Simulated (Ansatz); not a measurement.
The system is NbAs.

```
Nb As
1.0
    -1.72585    1.72585    5.84000
     1.72585   -1.72585    5.84000
     1.72585    1.72585   -5.84000
Nb As
2 2
Direct
  0.50000 0.00000 0.50000
  0.75000 0.75000 0.00000
  0.91600 0.41600 0.50000
  0.16600 0.16600 0.00000
```

A run of Ansatz 0.2.0 on this cell left the log below. Logs are shortened: lines on timing, memory, paths and dates and some standing lists are left out, and cuts for length are marked.

```text
Warning: RAYON_NUM_THREADS=2 ignored (pool sized by the plan → 2); use --threads N
basis.fft_grid_basis auto: the FFT boxes are laid along the combinations [[1, 0, 1], [0, 1, 1], [0, 0, 1]] of the cell's own vectors, 3.452, 3.452 and 6.330 Å long. The dense box has 24×24×45 points. Along the cell's own vectors, as sized, it would have 45×45×45, 3.52 times as many. Of the 8 symmetry operations that the crystal satisfies within crystal.symmetry.tolerance (time reversal apart; of a slab, those that keep its plane) the dense box along the cell's own vectors carries 8, and the one as laid loses 6 of those. basis.fft_grid_basis: typed keeps the cell's own vectors: state it where this run's energies or levels are differenced outside the engine with another run's, or held beside a run that keeps those vectors.
Engine: ansatz 0.2.0, aarch64-unknown-linux-gnu
Pseudopotentials: kind: paw
Pseudopotential: Nb, paw, valence charge 13, recommended cutoff 420 eV (normal), Nb.paw.azcp
Pseudopotential: As, paw, valence charge 15, recommended cutoff 420 eV (normal), As.paw.azcp
Functional definition: PBE
  parameter kappa = 0.804
  parameter beta = 0.06672455060314922
  exchange = pbe_x(kappa = kappa, mu = beta*pi^2/3)
  correlation = pbe_c(beta = beta)
Crystal: 4 atoms, lattice volume = 69.579 Å³
Basis set: ecut = 420 eV, 1371 PW (Γ), FFT grids on a1+a3, a2+a3, a3, exchange–correlation on 48×48×90 points (8 copies of the dense FFT grid, shifted against one another)
Bands: 34, of which v1, the nominal top of the filled ones, is band 28 counted from 1 (27 counted from 0)
Symmetry: 8 space group operations
Space group: I41md (ITA 109), of the structure as read, at distance tolerance 4.1e-5 Å
k-points: 126 of 1331 (time reversal used)
Non-local potential: Nb, projectors of the file, l = 0: 3, l = 1: 2, l = 2: 2, l = 3: 1
Non-local potential: As, projectors of the file, l = 0: 2, l = 1: 2, l = 2: 3, l = 3: 1
PAW form: soft (Blöchl's): semilocal exchange-correlation on the pseudo side does not see the compensation charge
PAW one-centre angular grid: Nb, 590 points (default); XC on 64 Gauss nodes
PAW one-centre angular grid: As, 590 points (default); XC on 64 Gauss nodes
Initial density: superposition of atomic densities (neutral atoms: chi_scale 0, normalization atom), corrected by the library's trained network
[... 15 lines left out ...]
Internal energy: -18819.578107 eV  (E = F + TS)
E sigma→0 (E₀):  -18819.581174 eV
Entropy (-TS):   -0.006133 eV (-1.533 meV/atom)
Fermi energy:    16.307559 eV
--- Per-component energies (eV) ---
  E_band       = -484.188740
  E_kinetic    = 999.052691
  E_local      = -4331.969832  (includes V_loc(G=0)·N_el)
  E_nonlocal   = -1101.128492
  E_hartree    = 2145.460551
  E_xc         = -512.206845
  E_vxc        = -588.362141  (∫ρ·V_xc dr)
  E_paw        = -9818.534289  (= ΣΔE_a)
  E_vpaw       = 247.298061  (= ΣTr[D̂ρ^β])
  E_aug_tail   = 0.000027  (compensation charges beyond the density's cutoff)
  E_ewald      = -6200.251917
  E_smearing   = -0.006133  (= −TS)
  E_closure    = -0.000000  (closes the sum)
  Σ components = -18819.584240   (vs F -18819.584240, Δ=0.00e0)
--- Forces (eV/Å), atoms counted from 1 ---
  atom   1  Nb     0.00000000     0.00000000    -0.29783959
  atom   2  Nb    -0.00000000     0.00000000    -0.29783959
  atom   3  As     0.00000000     0.00000000     0.29783137
  atom   4  As    -0.00000000    -0.00000000     0.29783137
  max |Σ_I F_I| component: 1.64e-5 eV/Å
--- Stress (GPa, compression-positive) ---
        3.054505       0.000000      -0.000000
        0.000000       3.054505       0.000000
       -0.000000      -0.000000       3.758976
  P = ⅓ Tr σ = 3.2893 GPa (32.893 kbar)
--- Band table (eV; the first three rows and the last of 126) ---
  k-point 0: bands = ["-38.8010", "-38.7725", "-19.2047", "-19.2047", "-19.1887", "-19.1845", "-19.1819", "-19.1805", "-19.1762", "-19.1755", "-19.1755", "-19.1733", "-15.0274", "-14.9119", "-14.9119", "-14.7586", "-14.7586", "-14.7125", "3.0770", "5.3570", "10.0985", "13.4899", "14.0525", "14.0525", "14.2768", "14.6355", "14.9214", "14.9214", "17.0300", "17.6055", "18.7173", "19.3143", "19.3143", "20.0144"]
  k-point 1: bands = ["-38.7985", "-38.7712", "-19.2054", "-19.2041", "-19.1880", "-19.1843", "-19.1833", "-19.1822", "-19.1760", "-19.1754", "-19.1739", "-19.1725", "-15.0185", "-14.9280", "-14.9246", "-14.7758", "-14.7698", "-14.7110", "3.2781", "5.4141", "10.2331", "13.0752", "13.8702", "13.9660", "14.0143", "14.4759", "15.0174", "15.1842", "16.7389", "17.2527", "18.7161", "18.9645", "19.5680", "19.8877"]
  k-point 2: bands = ["-38.7917", "-38.7681", "-19.2075", "-19.2023", "-19.1877", "-19.1865", "-19.1850", "-19.1833", "-19.1751", "-19.1749", "-19.1713", "-19.1704", "-15.0050", "-14.9697", "-14.9463", "-14.8159", "-14.7989", "-14.7124", "3.8203", "5.5315", "10.6722", "12.2185", "12.8997", "13.3757", "13.6079", "14.6736", "15.4090", "15.5806", "16.5537", "16.6710", "18.3437", "18.9383", "19.9489", "20.0630"]
  k-point 125: bands = ["-38.7861", "-38.7856", "-19.2066", "-19.2063", "-19.1855", "-19.1854", "-19.1822", "-19.1818", "-19.1754", "-19.1751", "-19.1736", "-19.1735", "-14.9427", "-14.9175", "-14.8713", "-14.8651", "-14.7634", "-14.7483", "4.0787", "4.0974", "12.2143", "12.3448", "13.3014", "13.6092", "13.6524", "14.1527", "15.3439", "15.8863", "17.0608", "17.8204", "18.0199", "18.2739", "19.4083", "19.5251"]
```

Question: What input gives this log?

Answer: Single point with PBE, no spin polarisation. The files as run (others can give the same):

input.yaml
```yaml
crystal:
  lattice:
    - [-1.72585, 1.72585, 5.84]
    - [1.72585, -1.72585, 5.84]
    - [1.72585, 1.72585, -5.84]
  atoms:
    - { symbol: Nb, position: [0.5, 0.0, 0.5] }
    - { symbol: Nb, position: [0.75, 0.75, 0.0] }
    - { symbol: As, position: [0.916, 0.416, 0.5] }
    - { symbol: As, position: [0.166, 0.166, 0.0] }
hamiltonian:
  xc: pbe
  pseudopotentials: { kind: paw }
kpoints:
  mp_grid: { grid: [11, 11, 11] }
scf:
  occupations: { method: fermi_dirac, width: 0.05 }
output:
  forces: true
  stress: true
  eigenvalues: true
```

Potentials or basis: Ansatz PAW.
Run with:
```console
$ ansatz run input.yaml --threads 2 --pin off --max-ram 5120MiB --backend cpu --events-out ev --progress --plain --runs-dir out
```
